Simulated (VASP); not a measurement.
# HgTe (Coloradoite) (F-43m) in VASP: a series of runs

One crystal, HgTe (Coloradoite), is run at these levels: PBE, LDA, r2SCAN; tasks: band structure.

Program: VASP 6.6.1. These are calculated values, not measurements. Logs are shortened: lines on timing, memory, paths and dates and some standing lists are left out, and cuts for length are marked.

### 1 The crystal as given

Symmetry: F-43m, No. 216, cubic system. Conventional cell: a = 6.516 Å, b = 6.516 Å, c = 6.516 Å, α = 90.00°, β = 90.00°, γ = 90.00°. Hg (site symmetry -43m) has 4 Te at 2.82 Å as nearest neighbours. Te (site symmetry -43m) is surrounded by 4 Hg at 2.82 Å.

### 2 Band structure, PBE

The input, INCAR:

```
PREC     = Accurate       # precision mode
ENCUT    = 520            # plane-wave cutoff, eV
EDIFF    = 1E-6           # SCF threshold, eV
ISMEAR   = 0              # smearing method
SIGMA    = 0.03           # smearing width, eV
LREAL    = False          # projectors in reciprocal space
LASPH    = True           # aspherical terms in the spheres
NELM     = 80             # most SCF steps
ALGO     = Normal         # electronic algorithm
ISIF     = 2              # what is computed and relaxed
LWAVE    = False          # write WAVECAR
LCHARG   = False          # write CHGCAR
GGA      = PE             # functional
```

The input, KPOINTS:

```
regular mesh
0
Gamma
  10 10 10
```

The input, POSCAR:

```
HgTe                                    
1.0
    0.0000000000      3.2580088205      3.2580088205
    3.2580088205      0.0000000000      3.2580088205
    3.2580088205      3.2580088205      0.0000000000
  Hg              Te            
     1     1
Direct
     0.0000000000000000    0.0000000000000000    0.0000000000000000
     0.2500000000000000    0.2500000000000000    0.2500000000000000
```

The input, KPOINTS_OPT:

```
explicit points
302
Reciprocal
 0.0000000000  0.0000000000  0.0000000000 1
 0.0263157895  0.0000000000  0.0263157895 1
 0.0526315789  0.0000000000  0.0526315789 1
 0.0789473684  0.0000000000  0.0789473684 1
 0.1052631579  0.0000000000  0.1052631579 1
 0.1315789474  0.0000000000  0.1315789474 1
[... 294 lines left out ...]
 0.5126615400  0.0253230800  0.5126615400 1
 0.4873384600 -0.0253230800  0.4873384600 1
```

Potentials or basis: VASP PAW PBE potentials, release 64 (Hg, Te).

On the command line:

```
$ cat potpaw_PBE.64/Hg/POTCAR potpaw_PBE.64/Te/POTCAR > POTCAR
$ mpirun -np 1 vasp_std > vasp.out
```

OUTCAR:

```text
PREC = Accurate
   ENCUT = 520
   EDIFF = 1E-6
   ISMEAR = 0
   LREAL = False
   LASPH = True
   NELM = 80
   ISIF = 2
   GGA = PE

 ion  position               nearest neighbor table
   1  0.000  0.000  0.000-   2 2.82   2 2.82   2 2.82   2 2.82
   2  0.250  0.250  0.250-   1 2.82   1 2.82   1 2.82   1 2.82

  LATTYP: Found a face centered cubic cell.
 ALAT       =     6.5160176410

  Lattice vectors:

 A1 = (   0.0000000000,   3.2580088205,   3.2580088205)
 A2 = (   3.2580088205,   0.0000000000,   3.2580088205)
 A3 = (   3.2580088205,   3.2580088205,   0.0000000000)

Analysis of symmetry for initial positions (statically):
=====================================================================
 Subroutine PRICEL returns:
 Original cell was already a primitive cell.

 Routine SETGRP: Setting up the symmetry group for a
 face centered cubic supercell.

 Subroutine GETGRP returns: Found 24 space group operations
 (whereof 24 operations were pure point group operations)
 out of a pool of 48 trial point group operations.

The static configuration has the point symmetry T_d .

Analysis of symmetry for dynamics (positions and initial velocities):
=====================================================================
 Subroutine PRICEL returns:
 Original cell was already a primitive cell.

 Routine SETGRP: Setting up the symmetry group for a
 face centered cubic supercell.

 Subroutine GETGRP returns: Found 24 space group operations
 (whereof 24 operations were pure point group operations)
 out of a pool of 48 trial point group operations.

The dynamic configuration has the point symmetry T_d .

 Subroutine INISYM returns: Found 24 space group operations
 (whereof 24 operations are pure point group operations),
 and found     1 'primitive' translations

----------------------------------------------------------------------------------------

                                     Primitive cell

  volume of cell :      69.1651

  direct lattice vectors                    reciprocal lattice vectors
     0.000000000  3.258008821  3.258008821    -0.153467970  0.153467970  0.153467970
     3.258008821  0.000000000  3.258008821     0.153467970 -0.153467970  0.153467970
     3.258008821  3.258008821  0.000000000     0.153467970  0.153467970 -0.153467970

  length of vectors
     4.607520260  4.607520260  4.607520260     0.265814321  0.265814321  0.265814321

  position of ions in fractional coordinates (direct lattice)
     0.000000000  0.000000000  0.000000000
     0.250000000  0.250000000  0.250000000

  ion indices of the primitive-cell ions
   primitive index   ion index
                 1           1
                 2           2

----------------------------------------------------------------------------------------

 KPOINTS: regular mesh

Automatic generation of k-mesh.
 Grid dimensions read from file:
 generate k-points for:   10   10   10

 Generating k-lattice:

  Cartesian coordinates                     Fractional coordinates (reciprocal lattice)
    -0.015346797  0.015346797  0.015346797     0.100000000  0.000000000  0.000000000
     0.015346797 -0.015346797  0.015346797     0.000000000  0.100000000  0.000000000
     0.015346797  0.015346797 -0.015346797     0.000000000  0.000000000  0.100000000

  Length of vectors
     0.026581432  0.026581432  0.026581432

  Shift w.r.t. Gamma in fractional coordinates (k-lattice)
     0.000000000  0.000000000  0.000000000

 Subroutine IBZKPT returns following result:
 ===========================================

 Found     47 irreducible k-points:

 Following reciprocal coordinates:
            Coordinates               Weight
  0.000000  0.000000  0.000000      1.000000
  0.100000  0.000000  0.000000      8.000000
  0.200000  0.000000  0.000000      8.000000
  0.300000  0.000000  0.000000      8.000000
  0.400000  0.000000  0.000000      8.000000
  0.500000  0.000000  0.000000      4.000000
[... 16 lines left out ...]
  0.300000  0.300000  0.000000      6.000000
  0.400000  0.300000  0.000000     24.000000
 [... further k-points ...]
   k-points           NKPTS =     47   k-points in BZ     NKDIM =     47   number of bands    NBANDS=     13
   number of dos      NEDOS =    301   number of ions     NIONS =      2
   total plane-waves  NPLWV =  46656
   dimension x,y,z NGX =    36 NGY =   36 NGZ =   36
   dimension x,y,z NGXF=    72 NGYF=   72 NGZF=   72
   ions per type =               1   1
   NGX,Y,Z   is equivalent  to a cutoff of  12.99, 12.99, 12.99 a.u.
   NGXF,Y,Z  is equivalent  to a cutoff of  25.98, 25.98, 25.98 a.u.
 SYSTEM =  unknown system
   PREC   = accura    normal or accurate (medium, high low for compatibility)
   ISTART =      0    job   : 0-new  1-cont  2-samecut
   ICHARG =      2    charge: 1-file 2-atom 10-const
   ISPIN  =      1    spin polarized calculation?
   LNONCOLLINEAR =      F non collinear calculations
   LSORBIT =      F    spin-orbit coupling
   LASPH  =      T    aspherical Exc in radial PAW
   ENCUT  =  520.0 eV  38.22 Ry    6.18 a.u.   8.57  8.57  8.57*2*pi/ulx,y,z
   NELM   =     80;   NELMIN=  2; NELMDL= -5     # of ELM steps
   EDIFF  = 0.1E-05   stopping-criterion for ELM
   LREAL  =      F    real-space projection
   EDIFFG = 0.1E-04   stopping-criterion for IOM
   NSW    =      0    number of steps for IOM
   IBRION =     -1    ionic relax: 0-MD 1-quasi-New 2-CG
   NFREE  =      0    steps in history (QN), initial steepest desc. (CG)
   ISIF   =      2    stress and relaxation
   ISYM   =      2    0-nonsym 1-usesym 2-fastsym
   POTIM  = 0.5000    time-step for ionic-motion
   TEBEG  =    0.0;   TEEND  =   0.0 temperature during run
   PSTRESS=    0.0 pullay stress
   NELECT =      18.0000    total number of electrons
   NUPDOWN=      -1.0000    fix difference up-down
   EMIN   =  10.00;   EMAX   =-10.00  energy-range for DOS
   EFERMI =   0.00;   METHOD = LEGACY
   ISMEAR =     0;   SIGMA  =   0.03  broadening in eV -4-tet -1-fermi 0-gaus
   EFERMI_NEDOS =   21; number of points for ismear=-14 and -15
   IALGO  =     38    algorithm
   IMIX   =      4    mixing-type and parameters
     AMIX     =   0.40;   BMIX     =  1.00
     AMIX_MAG =   1.60;   BMIX_MAG =  1.00
  volume/ion in A,a.u.               =      34.58       233.37
  Fermi-wavevector in a.u.,A,eV,Ry     =   1.045210  1.975160 14.863864  1.092463
  Thomas-Fermi vector in A             =   2.179996
   LORBIT       =      0    0 simple, 1 ext, 2 COOP (PROOUT), +10 PAW based schemes
   GGA     = PE    functional components
   LHFCALC =     F    Hartree Fock is set to
   AEXX    =    0.0000 exact exchange contribution
   IVDW    =     0    specifies the selected vdW correction
   LEPSILON=     F    determine dielectric tensor
   LRPA    =     F    only Hartree local field effects (RPA)
 non-spin polarized calculation
 Gauss-broadening in eV      SIGMA  =   0.03
  energy-cutoff  :      520.00
  volume of cell :       69.17
 maximum number of plane-waves:      1892
 NGX is ok and might be reduce to    36
   NGX = 17   NGY = 17   NGZ = 17

 number of electron      18.0000002 magnetization

 Free energy of the ion-electron system (eV)
  ---------------------------------------------------
  ext. energy  EPLUGINS =         0.00000000
  ---------------------------------------------------
  free energy    TOTEN  =        -3.61739681 eV

  energy without entropy =       -3.61735053  energy(sigma->0) =       -3.61737367

 E-fermi :   2.8538     XC(G=0):  -8.6340

 val. band max:        2.8446679510   @ k =   0.0000   0.0000   0.0000
 cond. band min:       3.3561690028   @ k =   0.1000   0.0000   0.0000
 fundamental gap:      0.5115010517
 Fermi energy:         2.8538050369

 k-point     1 :       0.0000    0.0000    0.0000
  band No.  band energies     occupation
      1      -8.9719      2.00000
      2      -4.3707      2.00000
      3      -4.3707      2.00000
      4      -4.3707      2.00000
      5      -3.8695      2.00000
      6      -3.8695      2.00000
      7       2.0615      2.00000
      8       2.8447      1.33333
      9       2.8447      1.33333
     10       2.8447      1.33333
     11       7.1183      0.00000
     12       7.1183      0.00000
     13       7.1183      0.00000

 k-point     2 :       0.1000    0.0000    0.0000
  band No.  band energies     occupation
      1      -8.9243      2.00000
      2      -4.3574      2.00000
      3      -4.3574      2.00000
      4      -4.3528      2.00000
      5      -3.8709      2.00000
      6      -3.8709      2.00000
      7       1.2777      2.00000
      8       2.7349      2.00000
      9       2.7349      2.00000
     10       3.3562      0.00000
     11       7.0219      0.00000
     12       7.2678      0.00000
     13       7.2678      0.00000

 k-point     3 :       0.2000    0.0000    0.0000
  band No.  band energies     occupation
      1      -8.7958      2.00000
      2      -4.3241      2.00000
      3      -4.3241      2.00000
      4      -4.2819      2.00000
      5      -3.8720      2.00000
      6      -3.8720      2.00000
      7       0.1130      2.00000
      8       2.4745      2.00000
      9       2.4745      2.00000
     10       3.6853      0.00000
     11       7.3397      0.00000
     12       7.5890      0.00000
     13       7.5890      0.00000
[... 305 lines left out ...]
 k-point    23 :       0.3000    0.3000    0.0000
  band No.  band energies     occupation
      1      -8.5105      2.00000
      2      -4.2534      2.00000
      3      -4.1750      2.00000
      4      -4.1750      2.00000
      5      -3.8669      2.00000
      6      -3.8310      2.00000
      7      -1.0331      2.00000
      8       1.2874      2.00000
      9       1.2874      2.00000
     10       4.8220      0.00000
     11       5.7823      0.00000
     12       9.6235      0.00000
     13       9.6242      0.00000

 k-point    24 :       0.4000    0.3000    0.0000
  band No.  band energies     occupation
      1      -8.3962      2.00000
      2      -4.2171      2.00000
      3      -4.1340      2.00000
      4      -4.1039      2.00000
      5      -3.8255      2.00000
      6      -3.7732      2.00000
      7      -1.6093      2.00000
      8       0.9005      2.00000
      9       1.0804      2.00000
     10       4.9260      0.00000
     11       5.8912      0.00000
     12       9.3016      0.00000
     13      10.0063      0.00000

 [... further k-points ...]

------------------------ aborting loop because EDIFF is reached ----------------------------------------

  FORCE on cell =-STRESS in cart. coord.  units (eV):
  Direction    XX          YY          ZZ          XY          YZ          ZX
  --------------------------------------------------------------------------------------
  -------------------------------------------------------------------------------------
  Total        1.0883314      1.0883314      1.0883314      0.0000000      0.0000000      0.0000000
  in kB       25.2107043     25.2107043     25.2107043      0.0000000      0.0000000      0.0000000
  external PRESSURE =      25.2107043 kB  Pullay stress =       0.0000000 kB

 VOLUME and BASIS-vectors are now :
 -----------------------------------------------------------------------------
  energy-cutoff  :      520.00
  volume of cell :       69.17
      direct lattice vectors                 reciprocal lattice vectors
     0.000000000  3.258008821  3.258008821    -0.153467970  0.153467970  0.153467970
     3.258008821  0.000000000  3.258008821     0.153467970 -0.153467970  0.153467970
     3.258008821  3.258008821  0.000000000     0.153467970  0.153467970 -0.153467970

 POSITION                                       TOTAL-FORCE (eV/Angst)
 -----------------------------------------------------------------------------------
      0.00000      0.00000      0.00000        -0.000000      0.000000     -0.000000
      1.62900      1.62900      1.62900         0.000000     -0.000000      0.000000
 -----------------------------------------------------------------------------------
    total drift:                               -0.000000     -0.000000     -0.000000

  FREE ENERGIE OF THE ION-ELECTRON SYSTEM (eV)
  ---------------------------------------------------
  free  energy   TOTEN  =        -3.6173968057 eV

  energy  without entropy=       -3.6173505270  energy(sigma->0) =       -3.61737367
```

Run time: 73 s. Hardware: 1 thread of Intel Xeon 6975P-C (Granite Rapids), shared host; peak memory 0.23 GiB.

What came out:

- Free energy: -3.6174 eV
- Pressure: 2.5 GPa
- Band gap along the path: none (metal or under the smearing width)

Levels at the corners of the path, in eV from the Fermi level:
```tsv
point	band 5	band 6	band 7	band 8	band 9	band 10	band 11	band 12	band 13
Γ	-6.72	-6.72	-0.79	-0.01	-0.01	-0.01	4.26	4.26	4.26
X	-6.66	-6.30	-5.31	-2.18	-2.18	1.90	2.54	8.12	8.75
X	-6.66	-6.30	-5.31	-2.18	-2.18	1.90	2.54	8.12	8.75
W	-6.76	-6.14	-5.39	-2.55	-2.46	3.05	4.64	5.28	6.18
W	-6.76	-6.14	-5.39	-2.55	-2.46	3.05	4.64	5.28	6.18
K	-6.70	-6.22	-5.34	-2.80	-1.81	2.24	4.02	7.01	7.15
K	-6.70	-6.22	-5.34	-2.80	-1.81	2.24	4.02	7.01	7.15
Γ	-6.72	-6.72	-0.79	-0.01	-0.01	-0.01	4.26	4.26	4.26
Γ	-6.72	-6.72	-0.79	-0.01	-0.01	-0.01	4.26	4.26	4.26
L	-6.70	-6.43	-5.34	-0.95	-0.95	0.70	5.05	5.05	6.86
L	-6.70	-6.43	-5.34	-0.95	-0.95	0.70	5.05	5.05	6.86
U	-6.70	-6.22	-5.34	-2.80	-1.81	2.24	4.02	7.01	7.15
U	-6.70	-6.22	-5.34	-2.80	-1.81	2.24	4.02	7.01	7.15
W	-6.76	-6.14	-5.39	-2.55	-2.46	3.05	4.64	5.28	6.18
W	-6.76	-6.14	-5.39	-2.55	-2.46	3.05	4.64	5.28	6.18
L	-6.70	-6.43	-5.34	-0.95	-0.95	0.70	5.05	5.05	6.86
L	-6.70	-6.43	-5.34	-0.95	-0.95	0.70	5.05	5.05	6.86
K	-6.70	-6.22	-5.34	-2.80	-1.81	2.24	4.02	7.01	7.15
U	-6.70	-6.22	-5.34	-2.80	-1.81	2.24	4.02	7.01	7.15
X	-6.66	-6.30	-5.31	-2.18	-2.18	1.90	2.54	8.12	8.75
```

Caveat: spin-orbit coupling is left out, which moves the levels of the heavy elements.

### 3 Band structure, LDA

Changes to INCAR since step 2:

```diff
@@ -12,2 +12,2 @@
 LCHARG   = False          # write CHGCAR
-GGA      = PE             # functional
+GGA      = CA             # functional
```

KPOINTS is that of step 2.

POSCAR is that of step 2.

KPOINTS_OPT is that of step 2.

Potentials or basis: VASP PAW LDA potentials, release 64 (Hg, Te).

On the command line:

```
$ cat potpaw_LDA.64/Hg/POTCAR potpaw_LDA.64/Te/POTCAR > POTCAR
$ mpirun -np 1 vasp_std > vasp.out
```

It took 64 s on 1 thread of Intel Xeon 6975P-C (Granite Rapids), shared host; peak memory 0.22 GiB.

It converged, with:

```yaml
Free_energy: -5.0290 eV
Pressure: -1.4 GPa
Band_gap_along_the_path: none (metal or under the smearing width)
```

Levels at the corners of the path, in eV from the Fermi level:
```tsv
point	band 6	band 7	band 8	band 9	band 10	band 11	band 12	band 13
Γ	-6.74	-0.93	-0.01	-0.01	-0.01	4.19	4.19	4.19
X	-6.32	-5.36	-2.20	-2.20	1.82	2.37	7.92	8.64
X	-6.32	-5.36	-2.20	-2.20	1.82	2.37	7.92	8.64
W	-6.17	-5.43	-2.59	-2.49	3.01	4.50	5.14	6.03
W	-6.17	-5.43	-2.59	-2.49	3.01	4.50	5.14	6.03
K	-6.24	-5.38	-2.84	-1.83	2.15	3.90	6.85	7.07
K	-6.24	-5.38	-2.84	-1.83	2.15	3.90	6.85	7.07
Γ	-6.74	-0.93	-0.01	-0.01	-0.01	4.19	4.19	4.19
Γ	-6.74	-0.93	-0.01	-0.01	-0.01	4.19	4.19	4.19
L	-6.46	-5.40	-0.96	-0.96	0.59	4.97	4.97	6.62
L	-6.46	-5.40	-0.96	-0.96	0.59	4.97	4.97	6.62
U	-6.24	-5.38	-2.84	-1.83	2.15	3.90	6.85	7.07
U	-6.24	-5.38	-2.84	-1.83	2.15	3.90	6.85	7.07
W	-6.17	-5.43	-2.59	-2.49	3.01	4.50	5.14	6.03
W	-6.17	-5.43	-2.59	-2.49	3.01	4.50	5.14	6.03
L	-6.46	-5.40	-0.96	-0.96	0.59	4.97	4.97	6.62
L	-6.46	-5.40	-0.96	-0.96	0.59	4.97	4.97	6.62
K	-6.24	-5.38	-2.84	-1.83	2.15	3.90	6.85	7.07
U	-6.24	-5.38	-2.84	-1.83	2.15	3.90	6.85	7.07
X	-6.32	-5.36	-2.20	-2.20	1.82	2.37	7.92	8.64
```

Caveat: spin-orbit coupling is left out, which moves the levels of the heavy elements.

### 4 Band structure, r2SCAN

Changes to INCAR since step 3:

```diff
@@ -12,2 +12,3 @@
 LCHARG   = False          # write CHGCAR
-GGA      = CA             # functional
+METAGGA  = R2SCAN         # meta-GGA
+LMIXTAU  = True
```

KPOINTS is that of step 3.

POSCAR is that of step 3.

KPOINTS_OPT is that of step 3.

Potentials or basis: VASP PAW PBE potentials, release 64 (Hg, Te).

On the command line:

```
$ cat potpaw_PBE.64/Hg/POTCAR potpaw_PBE.64/Te/POTCAR > POTCAR
$ mpirun -np 1 vasp_std > vasp.out
```

Wall time 4.2 min (1 thread of Intel Xeon 6975P-C (Granite Rapids), shared host); peak memory 0.24 GiB.

It converged, with:

- Free energy: -75.1569 eV
- Pressure: 1.2 GPa
- Band gap along the path: none (metal or under the smearing width)

Levels at the corners of the path, in eV from the Fermi level:
```
point  band 5  band 6  band 7  band 8  band 9  band 10  band 11  band 12  band 13
    Γ   -6.97   -6.97   -0.49   -0.01   -0.01    -0.01     4.60     4.60     4.60
    X   -6.90   -6.51   -5.46   -2.26   -2.26     2.08     2.79     8.61     9.33
    X   -6.90   -6.51   -5.46   -2.26   -2.26     2.08     2.79     8.61     9.33
    W   -7.00   -6.35   -5.54   -2.63   -2.55     3.31     4.89     5.74     6.51
    W   -7.00   -6.35   -5.54   -2.63   -2.55     3.31     4.89     5.74     6.51
    K   -6.94   -6.43   -5.48   -2.89   -1.88     2.47     4.30     7.40     7.61
    K   -6.94   -6.43   -5.48   -2.89   -1.88     2.47     4.30     7.40     7.61
    Γ   -6.97   -6.97   -0.49   -0.01   -0.01    -0.01     4.60     4.60     4.60
    Γ   -6.97   -6.97   -0.49   -0.01   -0.01    -0.01     4.60     4.60     4.60
    L   -6.95   -6.66   -5.49   -0.98   -0.98     0.94     5.39     5.39     7.15
    L   -6.95   -6.66   -5.49   -0.98   -0.98     0.94     5.39     5.39     7.15
    U   -6.94   -6.43   -5.48   -2.89   -1.88     2.47     4.30     7.40     7.61
    U   -6.94   -6.43   -5.48   -2.89   -1.88     2.47     4.30     7.40     7.61
    W   -7.00   -6.35   -5.54   -2.63   -2.55     3.31     4.89     5.74     6.51
    W   -7.00   -6.35   -5.54   -2.63   -2.55     3.31     4.89     5.74     6.51
    L   -6.95   -6.66   -5.49   -0.98   -0.98     0.94     5.39     5.39     7.15
    L   -6.95   -6.66   -5.49   -0.98   -0.98     0.94     5.39     5.39     7.15
    K   -6.94   -6.43   -5.48   -2.89   -1.88     2.47     4.30     7.40     7.61
    U   -6.94   -6.43   -5.48   -2.89   -1.88     2.47     4.30     7.40     7.61
    X   -6.90   -6.51   -5.46   -2.26   -2.26     2.08     2.79     8.61     9.33
```

Caveat: the PAW data sets were made with another functional, which shifts forces and pressure a little; spin-orbit coupling is left out, which moves the levels of the heavy elements.

### 5 Summary

| level | potentials or basis | pressure (GPa) |
| --- | --- | --- |
| PBE | VASP PAW PBE potentials, release 64 (Hg, Te) | 2.5 |
| LDA | VASP PAW LDA potentials, release 64 (Hg, Te) | -1.4 |
| r2SCAN | VASP PAW PBE potentials, release 64 (Hg, Te) | 1.2 |

Alike in all rows: task band structure; no spin polarisation; cell as given; k mesh 10 × 10 × 10; cutoff (eV) 520; smearing gaussian 0.03 eV.

Caveats: spin-orbit coupling is left out, which moves the levels of the heavy elements; the PAW data sets were made with another functional, which shifts forces and pressure a little (some runs).

Absolute energies hang on the potentials; compare differences alone.
